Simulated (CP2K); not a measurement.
Write the native input for CP2K 2026.2 that does the following.

| Property | Result |
| --- | --- |
| Task | band structure |
| Functional | PBE |
| Potentials or basis | GTH_POTENTIALS Ba GTH-PBE-q10, Zr GTH-PBE-q12, O GTH-PBE-q6; SZV-MOLOPT-SR-GTH basis |
| Density cutoff | 9524 eV |
| k mesh | 6 × 6 × 6 |
| Occupations | fermi-dirac, width 0.05 eV |
| Spin | no spin polarisation |
| SCF solver | diagonalisation with k points |
| Quickstep method | GPW |
| EPS_DEFAULT | 1.0E-10 |
| EPS_SCF | 1.0E-6 |
| MAX_SCF | 100 |
| SCF_GUESS | ATOMIC |
| k points reduced by the point group | yes |
| Mesh centred on Gamma | yes |
| CHOLESKY | OFF |
| EPS_EIGVAL | 1.0E-7 |
| MIXING METHOD | BROYDEN_MIXING |
| MIXING ALPHA | 0.4 |
| NBUFFER | 8 |
| NGRIDS | 5 |
| Basis sets | Ba SZV-MOLOPT-SR-GTH-q10, Zr SZV-MOLOPT-SR-GTH-q12, O SZV-MOLOPT-SR-GTH-q6 |
| Potentials | Ba GTH-PBE-q10 of GTH_POTENTIALS, Zr GTH-PBE-q12 of GTH_POTENTIALS, O GTH-PBE-q6 of GTH_POTENTIALS |
| ADDED_MOS | [7] |
| Points a segment of the path (NPOINTS) | 6 |
| Bands added on the path | 6 |
| MPI ranks | 4 |
| REL_CUTOFF (Ry) | 60 Ry |
| MIXING BETA (1/bohr) | 1.5 1/bohr |
| CUTOFF of the grids | 700 Ry |

Crystal: BaZrO3.

```
Ba Zr O
1.0
     4.19134    0.00000    0.00000
     0.00000    4.19134    0.00000
     0.00000    0.00000    4.19134
Ba Zr O
1 1 3
Direct
  0.00000 0.00000 0.00000
  0.50000 0.50000 0.50000
  0.50000 0.50000 0.00000
  0.50000 0.00000 0.50000
  0.00000 0.50000 0.50000
```

The input as run:

bazro3_bands.inp

```
&GLOBAL
  PROJECT bazro3_bands
  RUN_TYPE ENERGY_FORCE
  PRINT_LEVEL LOW
&END GLOBAL
&FORCE_EVAL
  METHOD QS
  STRESS_TENSOR ANALYTICAL
  &DFT
    BASIS_SET_FILE_NAME BASIS_MOLOPT
    POTENTIAL_FILE_NAME GTH_POTENTIALS
    &MGRID
      CUTOFF 700
      REL_CUTOFF 60
      NGRIDS 5
    &END MGRID
    &QS
      METHOD GPW
      EPS_DEFAULT 1.0E-10
    &END QS
    &KPOINTS
      SCHEME MONKHORST-PACK 6 6 6
      GAMMA_CENTERED T
      SYMMETRY T
      SYMMETRY_BACKEND SPGLIB
    &END KPOINTS
    &SCF
      SCF_GUESS ATOMIC
      EPS_SCF 1.0E-6
      MAX_SCF 100
      ADDED_MOS 7
      CHOLESKY OFF
      EPS_EIGVAL 1.0E-7
      &DIAGONALIZATION ON
        ALGORITHM STANDARD
      &END DIAGONALIZATION
      &MIXING ON
        METHOD BROYDEN_MIXING
        ALPHA 0.4
        BETA 1.5
        NBUFFER 8
      &END MIXING
      &SMEAR ON
        METHOD FERMI_DIRAC
        ELECTRONIC_TEMPERATURE 580.23
      &END SMEAR
    &END SCF
    &XC
      &XC_FUNCTIONAL PBE
      &END XC_FUNCTIONAL
    &END XC
    &PRINT
      &KPOINTS ON
      &END KPOINTS
      &MULLIKEN ON
      &END MULLIKEN
      &MO ON
        ENERGIES T
        OCCUPATION_NUMBERS T
        &EACH
          QS_SCF 0
        &END EACH
        ADD_LAST NUMERIC
      &END MO
      &BAND_STRUCTURE
        FILE_NAME bands.bs
        ADDED_MOS 6
        &KPOINT_SET
          UNITS B_VECTOR
          NPOINTS 6
          SPECIAL_POINT GAMMA 0.00000000 0.00000000 0.00000000
          SPECIAL_POINT X 0.00000000 0.50000000 0.00000000
          SPECIAL_POINT M 0.50000000 0.50000000 0.00000000
          SPECIAL_POINT GAMMA 0.00000000 0.00000000 0.00000000
          SPECIAL_POINT R 0.50000000 0.50000000 0.50000000
          SPECIAL_POINT X 0.00000000 0.50000000 0.00000000
        &END KPOINT_SET
        &KPOINT_SET
          UNITS B_VECTOR
          NPOINTS 6
          SPECIAL_POINT M 0.50000000 0.50000000 0.00000000
          SPECIAL_POINT R 0.50000000 0.50000000 0.50000000
        &END KPOINT_SET
      &END BAND_STRUCTURE
    &END PRINT
  &END DFT
  &SUBSYS
    &CELL
      A 4.1913400000 0.0000000000 0.0000000000
      B 0.0000000000 4.1913400000 0.0000000000
      C 0.0000000000 0.0000000000 4.1913400000
      PERIODIC XYZ
    &END CELL
    &COORD
      Ba  0.0000000000 0.0000000000 0.0000000000
      Zr  2.0956700000 2.0956700000 2.0956700000
      O   2.0956700000 2.0956700000 0.0000000000
      O   2.0956700000 0.0000000000 2.0956700000
      O   0.0000000000 2.0956700000 2.0956700000
    &END COORD
    &KIND Ba
      BASIS_SET SZV-MOLOPT-SR-GTH-q10
      POTENTIAL GTH-PBE-q10
    &END KIND
    &KIND Zr
      BASIS_SET SZV-MOLOPT-SR-GTH-q12
      POTENTIAL GTH-PBE-q12
    &END KIND
    &KIND O
      BASIS_SET SZV-MOLOPT-SR-GTH-q6
      POTENTIAL GTH-PBE-q6
    &END KIND
    &PRINT
      &ATOMIC_COORDINATES ON
      &END ATOMIC_COORDINATES
      &CELL ON
      &END CELL
      &SYMMETRY ON
      &END SYMMETRY
    &END PRINT
  &END SUBSYS
  &PRINT
    &FORCES ON
    &END FORCES
    &STRESS_TENSOR ON
    &END STRESS_TENSOR
  &END PRINT
&END FORCE_EVAL
```

Potentials or basis: GTH_POTENTIALS Ba GTH-PBE-q10, Zr GTH-PBE-q12, O GTH-PBE-q6; SZV-MOLOPT-SR-GTH basis.

Launch:

```console
$ OMP_NUM_THREADS=1 mpirun -n 4 cp2k.psmp -i bazro3_bands.inp -o bazro3_bands.out
```

It gave:

* Pressure: 13.5 GPa
* Band gap along the path: 2.24 eV, direct
* Mulliken charges: Ba +1.60; Zr +0.92; O -0.84 e

Caveat: a minimal basis gives rough bond lengths, pressures and levels; Mulliken charges move with the basis; spin-orbit coupling is left out, which moves the levels of the heavy elements; the basis of atomic orbitals isn't converged, which shifts pressures, moduli and gaps.

Wall time 13 s on 4 MPI ranks on Intel(R) Xeon(R) Platinum 8259CL CPU @ 2.50GHz (Skylake/Cascade Lake), with other jobs on the host.
